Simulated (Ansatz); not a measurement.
**SCF convergence of CuO against the length of the Broyden history**

Level of theory: DFT PBEsol, scalar-relativistic, plane waves, PAW in Ansatz.

```yaml
crystal:
  lattice:
    - [1.99097, -2.15355, 0.00000]
    - [1.99097, 2.15355, 0.00000]
    - [0.00000, 0.00000, 5.15593]
  atoms:
    - { symbol: Cu, position: [0.00000, 0.50000, 0.00000] }
    - { symbol: Cu, position: [0.50000, 0.00000, 0.50000] }
    - { symbol: O, position: [0.50000, 0.50000, 0.25000] }
    - { symbol: O, position: [0.50000, 0.50000, 0.75000] }
```

| Property | Result |
| --- | --- |
| plane-wave cutoff | 420 eV |
| Γ-centred k-mesh | 14×14×8 |
| occupation rule | Gaussian smearing, 0.1 eV |
| spin treatment | unpolarised |

Each run starts from superposed atomic densities and uses Broyden mixing with its automatic preconditioner, at most 120 iterations and the default threshold on the density residual; only the length of the Broyden history differs.

Question: Order these values of the length of the Broyden history from fewest iterations to most.
A. 5
B. 1
C. 2
D. 3

Answer: A (13 iterations), D (14 iterations), C (16 iterations), B (26 iterations).

| length of the Broyden history | iterations | converged | density residual (eV) at iterations 1, 3, 5 |
| --- | --- | --- | --- |
| 1 | 26 | yes | 33 2.9 0.044 |
| 2 | 16 | yes | 33 2.9 0.35 |
| 3 | 14 | yes | 33 2.9 0.25 |
| 5 | 13 | yes | 33 2.9 0.25 |

This form isn't the usual stable structure of the compound.

Cost: 4 runs of about 0.94 core-minutes in all, on Oxide Virtual Turin-like Processor (Zen 5) (shared hosts).